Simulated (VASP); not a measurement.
Ge:

```
CELL_PARAMETERS angstrom
5.93000 0.00000 0.00000
0.00000 5.93000 0.00000
0.00000 0.00000 6.98000
ATOMIC_POSITIONS crystal
Ge 0.07500 0.07500 0.00000
Ge 0.42500 0.57500 0.75000
Ge 0.92500 0.92500 0.50000
Ge 0.57500 0.42500 0.25000
Ge 0.16670 0.37500 0.25000
Ge 0.12500 0.66670 0.00000
Ge 0.83330 0.62500 0.75000
Ge 0.87500 0.33330 0.50000
Ge 0.66670 0.12500 0.00000
Ge 0.62500 0.83330 0.25000
Ge 0.33330 0.87500 0.50000
Ge 0.37500 0.16670 0.75000
```

This isn't the form of Ge at room conditions, which is diamond.

| Item | Value |
| --- | --- |
| Program | VASP 6.6.1 |
| Task | relaxation of cell and atoms |
| Functional | PBEsol |
| Potentials or basis | VASP PAW PBE potentials, release 64 (Ge_d) |
| Cutoff | 600 eV |
| k mesh | 6 × 6 × 5 |
| Occupations | fermi-dirac, width 0.05 eV |
| Spin | no spin polarisation |

At the start: pressure 0.5 GPa; volume 20.45 Å³/atom.

Q: Where does the relaxation end?

A: Over 19 steps the energy falls by 16.1 meV/atom and the volume is 20.38 Å³/atom (-0.3 %); space group P4_32_12 (No. 96, to 0.05 Å).

The path:
```tsv
step	energy change (eV)	largest force (eV/Å)	pressure (GPa)	volume (Å³)
1	0.0000	0.8723	0.50	245.45
2	-0.1257	0.2018	-0.19	247.72
3	-0.1283	0.2234	-0.16	248.11
4	-0.1602	0.1249	-0.24	247.76
5	-0.1701	0.0761	-0.11	247.45
6	-0.1702	0.0760	-0.09	247.41
7	-0.1736	0.0697	0.01	246.85
8	-0.1807	0.0559	0.34	245.18
9	-0.1798	0.0902	1.05	241.86
10	-0.1828	0.0716	0.68	243.63
11	-0.1841	0.0688	0.62	243.68
12	-0.1873	0.0613	0.57	243.86
13	-0.1917	0.0482	0.30	244.20
14	-0.1922	0.0376	-0.17	244.87
15	-0.1933	0.0328	-0.01	244.58
16	-0.1934	0.0239	0.01	244.57
17	-0.1936	0.0118	0.00	244.54
18	-0.1936	0.0118	0.03	244.54
19	-0.1937	0.0072	0.00	244.61
```

Final structure:
```cif
data_structure
_symmetry_space_group_name_H-M 'P 1'
_symmetry_Int_Tables_number 1
_cell_length_a 5.9270
_cell_length_b 5.9270
_cell_length_c 6.9632
_cell_angle_alpha 90.000
_cell_angle_beta 90.000
_cell_angle_gamma 90.000
_cell_volume 244.61
loop_
_atom_site_label
_atom_site_type_symbol
_atom_site_fract_x
_atom_site_fract_y
_atom_site_fract_z
_atom_site_occupancy
Ge1 Ge 0.08887 0.08887 0.00000 1
Ge2 Ge 0.41113 0.58887 0.75000 1
Ge3 Ge 0.91113 0.91113 0.50000 1
Ge4 Ge 0.58887 0.41113 0.25000 1
Ge5 Ge 0.17193 0.36992 0.25684 1
Ge6 Ge 0.13008 0.67193 0.00684 1
Ge7 Ge 0.82807 0.63008 0.75684 1
Ge8 Ge 0.86992 0.32807 0.50684 1
Ge9 Ge 0.67193 0.13008 0.99316 1
Ge10 Ge 0.63008 0.82807 0.24316 1
Ge11 Ge 0.32807 0.86992 0.49316 1
Ge12 Ge 0.36992 0.17193 0.74316 1
```

Caveat: the PAW data sets were made with another functional, which shifts forces and pressure a little.
